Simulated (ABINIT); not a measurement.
The system is In.

```
In
1.0
    -1.88253    1.88253    1.88253
     1.88253   -1.88253    1.88253
     1.88253    1.88253   -1.88253
In
1
Direct
  0.00000 0.00000 0.00000
```

This isn't the form of In at room conditions, which is tetragonal.

Base run:

| Quantity | Value |
| --- | --- |
| Program | ABINIT 10.8.3 (patched build) |
| Functional | r2SCAN |
| Potentials or basis | JTH PAW PBE v2.0 |
| Cutoff | 707 eV |
| k mesh | 10 × 10 × 10 |
| Occupations | fermi-dirac, width 0.05 eV |
| Spin | no spin polarisation |

Its results: band gap on the k mesh none (metal or under the smearing width); pressure -0.5 GPa.

Problem. The run is repeated on the same cell with these changes: functional from r2SCAN to LDA. What comes out?

Solution. Band gap on the k mesh none (metal or under the smearing width); pressure -3.4 GPa.

Caveats: the PAW data sets were made with another functional, which shifts forces and pressure a little.
